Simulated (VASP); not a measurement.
# PbSe (Fm-3m) in VASP: single point with PBE0

Aim: the single point of PbSe with PBE0.

Everything below comes from runs of VASP 6.6.1. Logs are shortened: lines on timing, memory, paths and dates and some standing lists are left out, and cuts for length are marked.

**What was measured.**

From a printed reference work, monograph, for a bulk crystal of PbSe at 4.2 K: band gap 0.15 eV (direct).

How close the calculation comes is told below.

### 1 The cell of the first run

It takes space group Fm-3m (No. 225, cubic). Conventional cell: a = 6.139 Å, b = 6.139 Å, c = 6.139 Å, α = 90.00°, β = 90.00°, γ = 90.00°. Within 4.0 Å of Pb (site symmetry m-3m) lie 6 Se at 3.07 Å. Within 4.0 Å of Se (site symmetry m-3m) lie 6 Pb at 3.07 Å.

### 2 Single point, PBE0

File POSCAR:

```
PbSe
1.0
    0.0000000000      3.0696893625      3.0696893625
    3.0696893625      0.0000000000      3.0696893625
    3.0696893625      3.0696893625      0.0000000000
Pb Se
1 1
Direct
    0.0000000000      0.0000000000      0.0000000000
    0.5000000000      0.5000000000      0.5000000000
```

File INCAR.step1:

```
PREC = Accurate ; ENCUT = 400
EDIFF = 1E-5 ; ISMEAR = 0
SIGMA = 0.01 ; LREAL = F
LASPH = T ; NELM = 120
ALGO = Normal ; ISIF = 2
LWAVE = T ; LCHARG = F
NBANDS = 17 ; GGA = PE
GGA_COMPAT = F
```

File INCAR.step2:

```
PREC = Accurate ; ENCUT = 400
EDIFF = 1E-6 ; ISMEAR = 0
SIGMA = 0.01 ; LREAL = F
LASPH = T ; NELM = 120
ALGO = Normal ; ISIF = 2
LWAVE = F ; LCHARG = F
GGA = PE ; LHFCALC = T
AEXX = 0.25 ; PRECFOCK = Normal
NBANDS = 17 ; ISTART = 1
GGA_COMPAT = F
```

File KPOINTS:

```
Automatic mesh
0
Gamma
  6 6 6
```

Potentials or basis: VASP PAW PBE potentials, release 64 (Pb_d, Se).

On the command line:

```
$ cat potpaw_PBE.64/Pb_d/POTCAR potpaw_PBE.64/Se/POTCAR > POTCAR
$ cp INCAR.step1 INCAR
$ mpirun -np 1 vasp_std > vasp.out
$ cp INCAR.step2 INCAR
$ mpirun -np 1 vasp_std > vasp.out
```

OUTCAR:

```text
PREC = Accurate
   ENCUT = 400
   EDIFF = 1E-6
   ISMEAR = 0
   LREAL = F
   LASPH = T
   NELM = 120
   ISIF = 2
   GGA = PE
   LHFCALC = T
   AEXX = 0.25
   PRECFOCK = Normal
   ISTART = 1

 ion  position               nearest neighbor table
   1  0.000  0.000  0.000-   2 3.07   2 3.07   2 3.07   2 3.07   2 3.07   2 3.07
   2  0.500  0.500  0.500-   1 3.07   1 3.07   1 3.07   1 3.07   1 3.07   1 3.07

  LATTYP: Found a face centered cubic cell.
 ALAT       =     6.1393787250

  Lattice vectors:

 A1 = (   0.0000000000,   3.0696893625,   3.0696893625)
 A2 = (   3.0696893625,   0.0000000000,   3.0696893625)
 A3 = (   3.0696893625,   3.0696893625,   0.0000000000)

Analysis of symmetry for initial positions (statically):
=====================================================================
 Subroutine PRICEL returns:
 Original cell was already a primitive cell.

 Routine SETGRP: Setting up the symmetry group for a
 face centered cubic supercell.

 Subroutine GETGRP returns: Found 48 space group operations
 (whereof 48 operations were pure point group operations)
 out of a pool of 48 trial point group operations.

The static configuration has the point symmetry O_h .

Analysis of symmetry for dynamics (positions and initial velocities):
=====================================================================
 Subroutine PRICEL returns:
 Original cell was already a primitive cell.

 Routine SETGRP: Setting up the symmetry group for a
 face centered cubic supercell.

 Subroutine GETGRP returns: Found 48 space group operations
 (whereof 48 operations were pure point group operations)
 out of a pool of 48 trial point group operations.

The dynamic configuration has the point symmetry O_h .

 Subroutine INISYM returns: Found 48 space group operations
 (whereof 48 operations are pure point group operations),
 and found     1 'primitive' translations

----------------------------------------------------------------------------------------

                                     Primitive cell

  volume of cell :      57.8513

  direct lattice vectors                    reciprocal lattice vectors
     0.000000000  3.069689363  3.069689363    -0.162882931  0.162882931  0.162882931
     3.069689363  0.000000000  3.069689363     0.162882931 -0.162882931  0.162882931
     3.069689363  3.069689363  0.000000000     0.162882931  0.162882931 -0.162882931

  length of vectors
     4.341196329  4.341196329  4.341196329     0.282121512  0.282121512  0.282121512

  position of ions in fractional coordinates (direct lattice)
     0.000000000  0.000000000  0.000000000
     0.500000000  0.500000000  0.500000000

  ion indices of the primitive-cell ions
   primitive index   ion index
                 1           1
                 2           2

----------------------------------------------------------------------------------------

 KPOINTS: Automatic mesh

Automatic generation of k-mesh.
 Grid dimensions read from file:
 generate k-points for:    6    6    6

 Generating k-lattice:

  Cartesian coordinates                     Fractional coordinates (reciprocal lattice)
    -0.027147155  0.027147155  0.027147155     0.166666667  0.000000000  0.000000000
     0.027147155 -0.027147155  0.027147155     0.000000000  0.166666667  0.000000000
     0.027147155  0.027147155 -0.027147155     0.000000000  0.000000000  0.166666667

  Length of vectors
     0.047020252  0.047020252  0.047020252

  Shift w.r.t. Gamma in fractional coordinates (k-lattice)
     0.000000000  0.000000000  0.000000000

 Subroutine IBZKPT returns following result:
 ===========================================

 Found     16 irreducible k-points:

 Following reciprocal coordinates:
            Coordinates               Weight
  0.000000  0.000000  0.000000      1.000000
  0.166667  0.000000  0.000000      8.000000
  0.333333  0.000000  0.000000      8.000000
  0.500000  0.000000  0.000000      4.000000
  0.166667  0.166667  0.000000      6.000000
  0.333333  0.166667  0.000000     24.000000
[... 8 lines left out ...]
 -0.333333  0.333333  0.166667     24.000000
 -0.333333  0.500000  0.166667     12.000000
   k-points           NKPTS =     16   k-points in BZ     NKDIM =    216   number of bands    NBANDS=     17
   number of dos      NEDOS =    301   number of ions     NIONS =      2
   total plane-waves  NPLWV =  21952
   dimension x,y,z NGX =    28 NGY =   28 NGZ =   28
   dimension x,y,z NGXF=    56 NGYF=   56 NGZF=   56
   ions per type =               1   1
   NGX,Y,Z   is equivalent  to a cutoff of  10.72, 10.72, 10.72 a.u.
   NGXF,Y,Z  is equivalent  to a cutoff of  21.45, 21.45, 21.45 a.u.
 SYSTEM =  unknown system
   PREC   = accura    normal or accurate (medium, high low for compatibility)
   ISTART =      1    job   : 0-new  1-cont  2-samecut
   ICHARG =      0    charge: 1-file 2-atom 10-const
   ISPIN  =      1    spin polarized calculation?
   LNONCOLLINEAR =      F non collinear calculations
   LSORBIT =      F    spin-orbit coupling
   LASPH  =      T    aspherical Exc in radial PAW
   ENCUT  =  400.0 eV  29.40 Ry    5.42 a.u.   7.08  7.08  7.08*2*pi/ulx,y,z
   NELM   =    120;   NELMIN=  2; NELMDL=  0     # of ELM steps
   EDIFF  = 0.1E-05   stopping-criterion for ELM
   LREAL  =      F    real-space projection
   EDIFFG = 0.1E-04   stopping-criterion for IOM
   NSW    =      0    number of steps for IOM
   IBRION =     -1    ionic relax: 0-MD 1-quasi-New 2-CG
   NFREE  =      0    steps in history (QN), initial steepest desc. (CG)
   ISIF   =      2    stress and relaxation
   ISYM   =      3    0-nonsym 1-usesym 2-fastsym
   POTIM  = 0.5000    time-step for ionic-motion
   TEBEG  =    0.0;   TEEND  =   0.0 temperature during run
   PSTRESS=    0.0 pullay stress
   NELECT =      20.0000    total number of electrons
   NUPDOWN=      -1.0000    fix difference up-down
   EMIN   =  10.00;   EMAX   =-10.00  energy-range for DOS
   EFERMI =   0.00;   METHOD = LEGACY
   ISMEAR =     0;   SIGMA  =   0.01  broadening in eV -4-tet -1-fermi 0-gaus
   EFERMI_NEDOS =   21; number of points for ismear=-14 and -15
   IALGO  =     38    algorithm
   IMIX   =      1    mixing-type and parameters
     AMIX     =   0.40;   BMIX     =  1.00
     AMIX_MAG =   1.60;   BMIX_MAG =  1.00
  volume/ion in A,a.u.               =      28.93       195.20
  Fermi-wavevector in a.u.,A,eV,Ry     =   1.148983  2.171264 17.961904  1.320163
  Thomas-Fermi vector in A             =   2.285655
   LORBIT       =      0    0 simple, 1 ext, 2 COOP (PROOUT), +10 PAW based schemes
   GGA     = PE    functional components
   LHFCALC =     T    Hartree Fock is set to
   PRECFOCK=normal    Normal, Fast or Accurate (Low or Medium for compatibility)
   ENCUT4O =  -1.0   cutoff for four orbital integrals eV
   NKREDX  =     1    reduce k-point grid by
   NKREDY  =     1    reduce k-point grid by
   NKREDZ  =     1    reduce k-point grid by
   AEXX    =    0.2500 exact exchange contribution
   HFSCREEN=    0.0000 screening length (either q_TF or 0.3 A-1)
   HFSCREENC=   0.0000 screening length for correlation (either q_TF or 0.3 A-1)
   ENCUTFOCK=  -1.0 apply spherical cutoff to Coloumb kernel
   IVDW    =     0    specifies the selected vdW correction
   LEPSILON=     F    determine dielectric tensor
   LRPA    =     F    only Hartree local field effects (RPA)
 non-spin polarized calculation
 Gauss-broadening in eV      SIGMA  =   0.01
  energy-cutoff  :      400.00
  volume of cell :       57.85
 maximum number of plane-waves:      1067
  NGX = 24; NGY = 24; NGZ = 24

 number of electron      20.0000008 magnetization

 Free energy of the ion-electron system (eV)
  ---------------------------------------------------
  ext. energy  EPLUGINS =         0.00000000
  ---------------------------------------------------
  free energy    TOTEN  =       -10.74145554 eV

  energy without entropy =      -10.74145554  energy(sigma->0) =      -10.74145554

 E-fermi :   4.4498     XC(G=0):  -7.5108

 val. band max:        4.3759612473   @ k =   0.5000   0.0000   0.0000
 cond. band min:       5.6944346576   @ k =   0.5000   0.0000   0.0000
 fundamental gap:      1.3184734102
 Fermi energy:         4.4497762132

 k-point     1 :       0.0000    0.0000    0.0000
  band No.  band energies     occupation
      1     -14.3574      2.00000
      2     -14.3574      2.00000
      3     -14.3510      2.00000
      4     -14.3510      2.00000
      5     -14.3510      2.00000
      6     -10.7042      2.00000
[... 9 lines left out ...]
     16      12.2087      0.00000
     17      13.8800      0.00000

 k-point     2 :       0.1667    0.0000    0.0000
  band No.  band energies     occupation
      1     -14.3636      2.00000
      2     -14.3636      2.00000
      3     -14.3503      2.00000
      4     -14.3439      2.00000
      5     -14.3439      2.00000
      6     -10.4781      2.00000
[... 9 lines left out ...]
     16      12.8310      0.00000
     17      15.7060      0.00000

 k-point     3 :       0.3333    0.0000    0.0000
  band No.  band energies     occupation
      1     -14.3774      2.00000
      2     -14.3774      2.00000
      3     -14.3493      2.00000
      4     -14.3282      2.00000
      5     -14.3282      2.00000
      6      -9.9182      2.00000
[... 9 lines left out ...]
     16      14.3816      0.00000
     17      17.7667      0.00000

 k-point     4 :       0.5000    0.0000    0.0000
  band No.  band energies     occupation
      1     -14.3843      2.00000
      2     -14.3843      2.00000
      3     -14.3491      2.00000
      4     -14.3203      2.00000
      5     -14.3203      2.00000
      6      -9.5433      2.00000
[... 9 lines left out ...]
     16      16.1135      0.00000
     17      16.1135      0.00000
[... 183 lines left out ...]
      1     -14.4262      2.00000
      2     -14.3618      2.00000
      3     -14.3517      2.00000
      4     -14.3253      2.00000
      5     -14.3200      2.00000
      6      -9.4875      2.00000
[... 9 lines left out ...]
     16      16.1657      0.00000
     17      16.5147      0.00000

 k-point    15 :      -0.3333    0.3333    0.1667
  band No.  band energies     occupation
      1     -14.4350      2.00000
      2     -14.3663      2.00000
      3     -14.3398      2.00000
      4     -14.3358      2.00000
      5     -14.3138      2.00000
      6      -9.2228      2.00000
[... 9 lines left out ...]
     16      17.3690      0.00000
     17      17.3914      0.00000

 k-point    16 :      -0.3333    0.5000    0.1667
  band No.  band energies     occupation
      1     -14.4634      2.00000
      2     -14.3543      2.00000
      3     -14.3540      2.00000
      4     -14.3241      2.00000
      5     -14.3084      2.00000
      6      -9.1156      2.00000
[... 9 lines left out ...]
     16      17.6536      0.00000
     17      18.7034      0.00000

------------------------ aborting loop because EDIFF is reached ----------------------------------------

  FORCE on cell =-STRESS in cart. coord.  units (eV):
  Direction    XX          YY          ZZ          XY          YZ          ZX
  --------------------------------------------------------------------------------------
  -------------------------------------------------------------------------------------
  Total        0.2485054      0.2485054      0.2485054     -0.0000000     -0.0000000      0.0000000
  in kB        6.8822937      6.8822937      6.8822937     -0.0000000     -0.0000000      0.0000000
  external PRESSURE =       6.8822937 kB  Pullay stress =       0.0000000 kB

 VOLUME and BASIS-vectors are now :
 -----------------------------------------------------------------------------
  energy-cutoff  :      400.00
  volume of cell :       57.85
      direct lattice vectors                 reciprocal lattice vectors
     0.000000000  3.069689363  3.069689363    -0.162882931  0.162882931  0.162882931
     3.069689363  0.000000000  3.069689363     0.162882931 -0.162882931  0.162882931
     3.069689363  3.069689363  0.000000000     0.162882931  0.162882931 -0.162882931

 POSITION                                       TOTAL-FORCE (eV/Angst)
 -----------------------------------------------------------------------------------
      0.00000      0.00000      0.00000         0.000000     -0.000000     -0.000000
      3.06969      3.06969      3.06969        -0.000000      0.000000      0.000000
 -----------------------------------------------------------------------------------
    total drift:                               -0.000000      0.000000     -0.000000

  FREE ENERGIE OF THE ION-ELECTRON SYSTEM (eV)
  ---------------------------------------------------
  free  energy   TOTEN  =       -10.7414555425 eV

  energy  without entropy=      -10.7414555425  energy(sigma->0) =      -10.74145554
```

Wall time 1.5 h (1 thread of Intel Xeon 8259CL, shared host); peak memory 0.18 GiB.

Results:

* Free energy: -10.7415 eV
* Pressure: 0.7 GPa
* Band gap on the k mesh: 1.32 eV

Caveat: the PAW data sets were made with another functional, which shifts forces and pressure a little; spin-orbit coupling is left out, which moves the levels of the heavy elements.

### 3 How close it comes

Step 2. Against the measured gap of PbSe, 0.15 eV (direct; 4.2 K; a printed reference work, monograph), the calculated 1.32 eV is off by +1.17 eV. So large a miss can be the level of theory's own, or it may mean another phase, state or a wrong row. 2 values of this kind are on record (0.15 to 0.28 eV); this one was drawn at random. Spin-orbit coupling on Pb, Se is left out. The value is that of PBE0 on a finite k mesh, which can miss the band edges, without temperature or zero-point motion.
